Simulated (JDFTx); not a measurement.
The system is GaAs.

```
As Ga
1.0
     0.00000    2.82685    2.82685
     2.82685    0.00000    2.82685
     2.82685    2.82685    0.00000
As Ga
1 1
Direct
  0.75000 0.75000 0.75000
  0.00000 0.00000 0.00000
```

Below is the output of JDFTx 1.7.0 (patched build) for this cell. Logs are shortened: lines on timing, memory, paths and dates and some standing lists are left out, and cuts for length are marked.

```text
*************** JDFTx 1.7.0 (patched build) ***************

Input parsed successfully to the following command list (including defaults):
[... the input with its defaults ...]

---------- Initializing the Grid ----------
R =
[            0      5.34197      5.34197  ]
[      5.34197            0      5.34197  ]
[      5.34197      5.34197            0  ]
unit cell volume = 304.884
G =
[  -0.588096   0.588096   0.588096  ]
[   0.588096  -0.588096   0.588096  ]
[   0.588096   0.588096  -0.588096  ]
Minimum fftbox size, Smin = [  64  64  64  ]
Chosen fftbox size, S = [  64  64  64  ]

---------- Initializing tighter grid for wavefunction operations ----------
R =
[            0      5.34197      5.34197  ]
[      5.34197            0      5.34197  ]
[      5.34197      5.34197            0  ]
unit cell volume = 304.884
G =
[  -0.588096   0.588096   0.588096  ]
[   0.588096  -0.588096   0.588096  ]
[   0.588096   0.588096  -0.588096  ]
Minimum fftbox size, Smin = [  48  48  48  ]
Chosen fftbox size, S = [  48  48  48  ]

---------- Exchange Correlation functional ----------
Initalized PBEsol GGA exchange.
Initalized PBEsol GGA correlation.

---------- Setting up pseudopotentials ----------
Width of ionic core gaussian charges (only for fluid interactions / plotting) set to 0

Reading pseudopotential file 'pseudo/As.upf':
  'As' pseudopotential, 'PBESOL' functional
  Generated using ONCVPSP code by D. R. Hamann
  15 valence electrons, 3 orbitals, 6 projectors, 1001 radial grid points, with lMax = 2
    3D    l: 2   occupation: 10.0   eigenvalue: -1.493596
    4S    l: 0   occupation:  2.0   eigenvalue: -0.532985
    4P    l: 1   occupation:  3.0   eigenvalue: -0.190970
  Core radius for overlap checks: 1.74 bohrs.

Reading pseudopotential file 'pseudo/Ga.upf':
  'Ga' pseudopotential, 'PBESOL' functional
  Generated using ONCVPSP code by D. R. Hamann
  13 valence electrons, 3 orbitals, 6 projectors, 1001 radial grid points, with lMax = 2
    3D    l: 2   occupation: 10.0   eigenvalue: -0.704192
    4S    l: 0   occupation:  2.0   eigenvalue: -0.329374
    4P    l: 1   occupation:  1.0   eigenvalue: -0.094479
  Core radius for overlap checks: 1.84 bohrs.

Initialized 2 species with 2 total atoms.

Folded 50 k-points by 1x1x1 to 50 k-points.

---------- Setting up k-points, bands, fillings ----------
No reducable k-points.
Computing the number of bands and number of electrons
Calculating initial fillings.
nElectrons:  28.000000   nBands: 21   nStates: 50

----- Setting up reduced wavefunction bases (one per k-point) -----
average nbasis = 3956.020 , ideal nbasis = 3963.719

---------- Setting up ewald sum ----------
Optimum gaussian width for ewald sums = 2.426231 bohr.
Real space sum over 1331 unit cells with max indices [  5  5  5  ]
Reciprocal space sum over 2197 terms with max indices [  6  6  6  ]

---------- Allocating electronic variables ----------
Reading n from file 'run.n' ... done
Initializing wave functions:  linear combination of atomic orbitals
Note: number of bands (21) exceeds available atomic orbitals (18)

----------- Band structure minimization -------------
Minimization will be done independently for each quantum number.

---- Minimization of quantum number:     0  [ +0.0000000 +0.0000000 +0.0000000 ]  0.040000000 ----
BandDavidson: Iter:   0  Eband: -0.026981473152689
BandDavidson: Iter:   1  Eband: -0.055400277051775  dEband: -2.841880e-02
BandDavidson: Iter:   2  Eband: -0.058751351217446  dEband: -3.351074e-03
BandDavidson: Iter:   3  Eband: -0.060491737643338  dEband: -1.740386e-03
[... 672 lines of inner loops ...]
BandDavidson: Iter:   9  Eband: -0.043757581023136  dEband: -1.247081e-06
BandDavidson: Iter:  10  Eband: -0.043758128530770  dEband: -5.475076e-07
BandDavidson: Converged (dEband<1.000000e-06)
	FillingsUpdate:  mu: +0.327741870  nElectrons: 28.000000
WARNING: these k-points are no uniform mesh, so that mu and the fillings of partly filled bands are only those of these points: take mu from the calculation that made the density or potential.

Dumping 'bands.eigStats' ...
	eMin: -0.975895 at state 49 ( [ +0.500000 +0.000000 +0.500000 ] spin 0 )
	HOMO: +0.318497 at state 20 ( [ +0.000000 +0.000000 +0.000000 ] spin 0 )
	mu  : +0.327742
	LUMO: +0.334715 at state 20 ( [ +0.000000 +0.000000 +0.000000 ] spin 0 )
	eMax: +0.839229 at state 31 ( [ -0.375000 +0.250000 -0.375000 ] spin 0 )
	HOMO-LUMO gap: +0.016218
	Optical gap  : +0.016218 at state 20 ( [ +0.000000 +0.000000 +0.000000 ] spin 0 )
Done!
[note: mu, HOMO and LUMO in a band run belong to the points of the path alone and aren't those of the crystal]
```

Q: Write the input and the command behind it.

A: Band structure with PBEsol, no spin polarisation. The files as run (others can give the same):

bands.in
```
lattice \
    0.0000000000     2.8268500000     2.8268500000 \
    2.8268500000     0.0000000000     2.8268500000 \
    2.8268500000     2.8268500000     0.0000000000
latt-scale 1.889726124626 1.889726124626 1.889726124626
coords-type Lattice
ion As     0.7500000000     0.7500000000     0.7500000000 1
ion Ga     0.0000000000     0.0000000000     0.0000000000 1

ion-species pseudo/As.upf
ion-species pseudo/Ga.upf
elec-cutoff 42 336
elec-ex-corr gga-PBEsol
elec-smearing Fermi 0.0018374661
elec-n-bands 21
electronic-minimize nIterations 30 energyDiffThreshold 1e-06
davidson-band-ratio 1.3
forces-output-coords Cartesian
include path.kpoints
symmetries none
fix-electron-density run.$VAR

dump-name bands.$VAR
dump End Ecomponents EigStats BandEigs Kpoints Forces
```

path.kpoints
```
kpoint +0.0000000000 +0.0000000000 +0.0000000000 0.020000000000
kpoint +0.0714285714 +0.0000000000 +0.0714285714 0.020000000000
kpoint +0.1428571429 +0.0000000000 +0.1428571429 0.020000000000
kpoint +0.2142857143 +0.0000000000 +0.2142857143 0.020000000000
kpoint +0.2857142857 +0.0000000000 +0.2857142857 0.020000000000
kpoint +0.3571428571 +0.0000000000 +0.3571428571 0.020000000000
kpoint +0.4285714286 +0.0000000000 +0.4285714286 0.020000000000
kpoint +0.5000000000 +0.0000000000 +0.5000000000 0.020000000000
kpoint +0.5000000000 +0.0833333333 +0.5833333333 0.020000000000
kpoint +0.5000000000 +0.1666666667 +0.6666666667 0.020000000000
kpoint +0.5000000000 +0.2500000000 +0.7500000000 0.020000000000
kpoint +0.4375000000 +0.3125000000 +0.7500000000 0.020000000000
kpoint +0.3750000000 +0.3750000000 +0.7500000000 0.020000000000
kpoint +0.3281250000 +0.3281250000 +0.6562500000 0.020000000000
kpoint +0.2812500000 +0.2812500000 +0.5625000000 0.020000000000
kpoint +0.2343750000 +0.2343750000 +0.4687500000 0.020000000000
kpoint +0.1875000000 +0.1875000000 +0.3750000000 0.020000000000
kpoint +0.1406250000 +0.1406250000 +0.2812500000 0.020000000000
kpoint +0.0937500000 +0.0937500000 +0.1875000000 0.020000000000
kpoint +0.0468750000 +0.0468750000 +0.0937500000 0.020000000000
kpoint +0.0000000000 +0.0000000000 +0.0000000000 0.020000000000
kpoint +0.0833333333 +0.0833333333 +0.0833333333 0.020000000000
kpoint +0.1666666667 +0.1666666667 +0.1666666667 0.020000000000
kpoint +0.2500000000 +0.2500000000 +0.2500000000 0.020000000000
kpoint +0.3333333333 +0.3333333333 +0.3333333333 0.020000000000
kpoint +0.4166666667 +0.4166666667 +0.4166666667 0.020000000000
kpoint +0.5000000000 +0.5000000000 +0.5000000000 0.020000000000
kpoint +0.5250000000 +0.4500000000 +0.5250000000 0.020000000000
kpoint +0.5500000000 +0.4000000000 +0.5500000000 0.020000000000
kpoint +0.5750000000 +0.3500000000 +0.5750000000 0.020000000000
kpoint +0.6000000000 +0.3000000000 +0.6000000000 0.020000000000
kpoint +0.6250000000 +0.2500000000 +0.6250000000 0.020000000000
kpoint +0.5625000000 +0.2500000000 +0.6875000000 0.020000000000
kpoint +0.5000000000 +0.2500000000 +0.7500000000 0.020000000000
kpoint +0.5000000000 +0.2916666667 +0.7083333333 0.020000000000
kpoint +0.5000000000 +0.3333333333 +0.6666666667 0.020000000000
kpoint +0.5000000000 +0.3750000000 +0.6250000000 0.020000000000
kpoint +0.5000000000 +0.4166666667 +0.5833333333 0.020000000000
kpoint +0.5000000000 +0.4583333333 +0.5416666667 0.020000000000
kpoint +0.5000000000 +0.5000000000 +0.5000000000 0.020000000000
kpoint +0.4791666667 +0.4791666667 +0.5416666667 0.020000000000
kpoint +0.4583333333 +0.4583333333 +0.5833333333 0.020000000000
kpoint +0.4375000000 +0.4375000000 +0.6250000000 0.020000000000
kpoint +0.4166666667 +0.4166666667 +0.6666666667 0.020000000000
kpoint +0.3958333333 +0.3958333333 +0.7083333333 0.020000000000
kpoint +0.3750000000 +0.3750000000 +0.7500000000 0.020000000000
kpoint +0.6250000000 +0.2500000000 +0.6250000000 0.020000000000
kpoint +0.5833333333 +0.1666666667 +0.5833333333 0.020000000000
kpoint +0.5416666667 +0.0833333333 +0.5416666667 0.020000000000
kpoint +0.5000000000 +0.0000000000 +0.5000000000 0.020000000000
```

Potentials or basis: PseudoDojo-SR-PBEsol-0.4.1-standard with smoothed tails.
Run with:
```sh
$ jdftx -c 1 -i bands.in -o bands.out
```
